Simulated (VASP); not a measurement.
The system is Pd.

```xyz
1
Lattice="0.0000 1.9465 1.9465 1.9465 0.0000 1.9465 1.9465 1.9465 0.0000" Properties=species:S:1:pos:R:3 pbc="T T T"
Pd    0.0000    0.0000    0.0000
```

| Property | Result |
| --- | --- |
| Program | VASP 6.6.1 |
| Task | relaxation of cell and atoms |
| Functional | PBEsol |
| Potentials or basis | VASP PAW PBE potentials, release 64 (Pd) |
| Cutoff | 600 eV |
| k mesh | 10 × 10 × 10 |
| Occupations | fermi-dirac, width 0.05 eV |
| Spin | no spin polarisation |

At the start: pressure -3.1 GPa; volume 14.75 Å³/atom.

Q: Where does the relaxation end?

A: Over 3 steps the energy falls by 2.3 meV/atom and the volume is 14.52 Å³/atom (-1.6 %); space group Fm-3m (No. 225, to 0.05 Å).

The path:
```
step  energy change (eV)  largest force (eV/Å)  pressure (GPa)  volume (Å³)
   1              0.0000                0.0000           -3.12        14.75
   2              0.0042                0.0000            5.79        14.15
   3             -0.0023                0.0000           -0.01        14.52
```

Final structure:
```xyz
1
Lattice="0.0000 1.9363 1.9363 1.9363 0.0000 1.9363 1.9363 1.9363 0.0000" Properties=species:S:1:pos:R:3 pbc="T T T"
Pd    0.0000    0.0000    0.0000
```

Caveat: the PAW data sets were made with another functional, which shifts forces and pressure a little.
